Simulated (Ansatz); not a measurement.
An Ansatz run on AlP in the zincblende structure left the output below. It starts from a guessed cell.

Starting structure:
```
Al P
1.0
     0.00000    2.57244    2.57244
     2.57244    0.00000    2.57244
     2.57244    2.57244    0.00000
Al P
1 1
Direct
  0.00000 0.00000 0.00000
  0.25000 0.25000 0.25000
```

Main lines of the log:
```
Pseudopotential: Al, paw, valence charge 3, recommended cutoff 420 eV (normal)
Pseudopotential: P, paw, valence charge 5, recommended cutoff 420 eV (normal)
Functional definition: PBE
  parameter kappa = 0.804
  parameter beta = 0.06672455060314922
  exchange = pbe_x(kappa = kappa, mu = beta*pi^2/3)
  correlation = pbe_c(beta = beta)
Crystal: 2 atoms, lattice volume = 34.046 Å³
Basis set: ecut = 420 eV, 645 PW (Γ)
Bands: 8, of which v1, the nominal top of the filled ones, is band 4 counted from 1 (3 counted from 0)
Symmetry: 24 space group operations
Space group: F-43m (ITA 216)
k-points: 29 of 512 (time reversal used)
preconditioner: auto → none  [insulator: Δε(μ)=1.161 eV  σ=0.020 eV  ℏωp=18.0 eV]
relax step 1: F+E_penalty+E_count = -1293.92276281 eV  P = +25.637 GPa  Ω = 34.046 Å³
relax step 2: F+E_penalty+E_count = -1294.38437744 eV  P = +6.610 GPa  Ω = 38.934 Å³
relax step 3: F+E_penalty+E_count = -1294.43403517 eV  P = +1.473 GPa  Ω = 40.974 Å³
relax step 4: F+E_penalty+E_count = -1294.43701359 eV  P = -0.031 GPa  Ω = 41.680 Å³
relax step 5: F+E_penalty+E_count = -1294.44325232 eV  P = +0.179 GPa  Ω = 41.680 Å³  (SCF on a basis re-selected at this cell)
relax step 6: F+E_penalty+E_count = -1294.44328633 eV  P = +0.009 GPa  Ω = 41.766 Å³
relax step 7: F+E_penalty+E_count = -1294.44330234 eV  P = +0.009 GPa  Ω = 41.766 Å³  (SCF on a basis re-selected at this cell)
Free energy (F): -1294.443302 eV
Fermi energy:    5.613224 eV
--- Per-component energies (eV) ---
  E_band       = 3.349846
  E_kinetic    = 93.113913
  E_local      = -84.126977
  E_nonlocal   = 44.431107
  E_hartree    = 25.463849
  E_xc         = -101.255938
  E_vxc        = -89.693360
  E_paw        = -1036.837050
  E_vpaw       = -11.302539
  E_ewald      = -235.232207
--- Stress (GPa, compression-positive) ---
        0.008640       0.000000       0.000000
        0.000000       0.008640       0.000000
        0.000000       0.000000       0.008640
  P = ⅓ Tr σ = 0.0086 GPa (0.086 kbar)
--- Relaxed structure (5 steps of the walk, 5 accepted, 2 SCFs on fresh bases) ---
  F+E_penalty+E_count = -1294.44330234 eV
  cell:  # Å, volume = 41.7660 Å³
    - [0.000000, 2.753791, 2.753791]
    - [2.753791, 0.000000, 2.753791]
    - [2.753791, 2.753791, 0.000000]
  atoms:
    - { symbol: Al, position: [0.000000, 0.000000, 0.000000] }
    - { symbol: P, position: [0.250000, 0.250000, 0.250000] }
```

Task: Reconstruct the input.

Result:
```yaml
crystal:
  # lattice and atoms as above
kpoints:
  mp_grid: { grid: [8, 8, 8] }
hamiltonian:
  xc: pbe
scf:
  occupations: { method: fermi_dirac, width: 0.02 }
relax:
  f_tol: 0.005
  cell: {}
```
The relax steps with a changing cell volume need the relax block with cell. This is the file that was run; thresholds and some counts can't be read off the log exactly.

Run as `ansatz run input.yaml --threads 2 --pin off --max-ram 2211MiB --backend cpu --events-out ev --progress --plain --runs-dir out`.

Calculated for a static, non-magnetic cell.
